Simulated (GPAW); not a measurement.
InAs: single point with PBE

**Measured values to compare with.**

A printed reference work, data compilation reports, for a bulk crystal of InAs at 4.2 K: band gap 0.418 eV (direct).

Crystal: InAs.

```
In As
1.0
     0.00000    3.01800    3.01800
     3.01800    0.00000    3.01800
     3.01800    3.01800    0.00000
In As
1 1
Direct
  0.00000 0.00000 0.00000
  0.75000 0.75000 0.75000
```

```yaml
Program: GPAW 26.7.0
Task: single point
Functional: PBE
Potentials_or_basis: GPAW PAW data sets (gpaw-data 1.2.1)
Cutoff: 600 eV
Basis: pw
k_mesh: 8 × 8 × 8
Occupations: gaussian, width 0.025 eV
Spin: no spin polarisation
Maxiter: 150
```

The pressure is 4.0 GPa and the band gap on the k mesh is none (metal or under the smearing width).

Levels at points of the mesh, in eV from the Fermi level:
```tsv
k point	band 5	band 6	band 7	band 8	band 9	band 10	band 11	band 12	band 13	band 14
(0.00, 0.00, 0.00)	-14.19	-11.90	-0.17	-0.01	-0.01	-0.01	3.89	3.89	3.89	7.56
(0.50, 0.50, 0.00)	-14.16	-9.86	-5.86	-2.36	-2.36	1.53	2.06	9.22	9.30	9.30
(0.50, 0.50, 0.50)	-14.18	-10.41	-5.80	-1.01	-1.01	0.96	4.67	4.67	6.87	9.08
```

Wall time 26 s on 1 thread of Arm Neoverse N1 (shared host), peak memory 0.17 GiB.

Measured gap of InAs: 0.418 eV (direct; 4.2 K; a printed reference work, data compilation). This calculation gives 0.00 eV (-0.42 eV). Spin-orbit coupling on As, In is left out. The value is that of PBE on a finite k mesh, which can miss the band edges, without temperature or zero-point motion. Semilocal functionals fall short of measured gaps as a rule.

Caveat: this crystal is a semiconductor, whose small gap the functional closes, so the metal is an error of the method.
